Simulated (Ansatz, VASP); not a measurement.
Ti in VASP and in Ansatz

```
Ti
1.0
    -1.60512    1.60512    1.60512
     1.60512   -1.60512    1.60512
     1.60512    1.60512   -1.60512
Ti
1
Direct
  0.00000 0.00000 0.00000
```

This isn't the form of Ti at room conditions, which is hcp.

Alike in both runs: functional PBEsol; k mesh 18 × 18 × 18; occupations gaussian, width 0.1 eV; no spin polarisation.

Ansatz relaxed the structure, and its values are those at the end. VASP's run is a single point on that final structure, the one shown.

|  | VASP | Ansatz |
| --- | --- | --- |
| version | VASP 6.6.1 | Ansatz 0.2.0 |
| potentials or method | VASP PAW PBE potentials, release 64 (Ti_sv) | scalar-relativistic, plane waves, PAW |
| plane-wave cutoff (eV) | 520 | 420 |
| valence electrons in the cell | 12 | 12 |

|  | VASP | Ansatz | Ansatz less VASP |
| --- | --- | --- | --- |
| gap on the k mesh at the Fermi level (eV) | none | none | - |
| pressure (GPa) | -0.3 | 0.0 | +0.28 |

A gap of «none» marks a metal or a gap that the smearing closes.

Caveats: the PAW data sets were made with another functional, which shifts forces and pressure a little (VASP).
